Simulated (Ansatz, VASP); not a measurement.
## Two plane-wave programs on NaI

```
Na I
1.0
     0.00000    3.37003    3.37003
     3.37003    0.00000    3.37003
     3.37003    3.37003    0.00000
Na I
1 1
Cartesian
  3.3700 3.3700 3.3700
  0.0000 0.0000 0.0000
```

Alike in both runs: task single point; functional PBE; k mesh 6 × 6 × 6; occupations gaussian, width 0.02 eV; no spin polarisation.

|  | VASP | Ansatz |
| --- | --- | --- |
| version | VASP 6.6.1 | Ansatz 0.2.0 |
| potentials or method | VASP PAW PBE potentials, release 64 (Na_pv, I) | scalar-relativistic, plane waves, PAW |
| plane-wave cutoff (eV) | 520 | 420 |
| valence electrons in the cell | 14 | 26 |

```tsv
	VASP	Ansatz	Ansatz less VASP
gap on the k mesh at the Fermi level (eV)	3.35	3.35	+0.003
least direct gap on the mesh (eV)	3.35	3.35	+0.003
pressure (GPa)	-1.1	-1.2	0.00
```

The two sets of potentials don't hold the same shells in valence.

Caveats: spin-orbit coupling is left out, which moves the levels of the heavy elements. As with any semilocal functional, this PBE gap is likely too small.
